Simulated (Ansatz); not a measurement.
Fluorite SrF₂, treated with r²SCAN-D4 (PAW; Ansatz, a program for electronic structure).

Run with plane-wave cutoff 560 eV, 10×10×10 k mesh, Fermi–Dirac smearing 0.01 eV, scalar-relativistic PAW data made under PBE.

Cell (relaxed at this level):

```
CELL_PARAMETERS angstrom
      0.00000     2.88981     2.88981
      2.88981     0.00000     2.88981
      2.88981     2.88981     0.00000
ATOMIC_POSITIONS crystal
  Sr 0.00000 0.00000 0.00000
  F  0.25000 0.25000 0.25000
  F  0.75000 0.75000 0.75000
```

Task: Estimate the band gap and smallest direct gap on the k points sampled that the calculation returns.

Result: 
* **band gap**: 7.63 eV
* **smallest direct gap on the k points sampled**: 7.73 eV

Measured, for comparison: band gap 11.1 eV (temperature not stated, no zero-point or thermal correction; as tabulated in Aguado et al. (1999), arXiv:cond-mat/9901145).

Spin–orbit coupling is not included.

Cost on a shared machine: about 50 core-seconds (a rough figure).
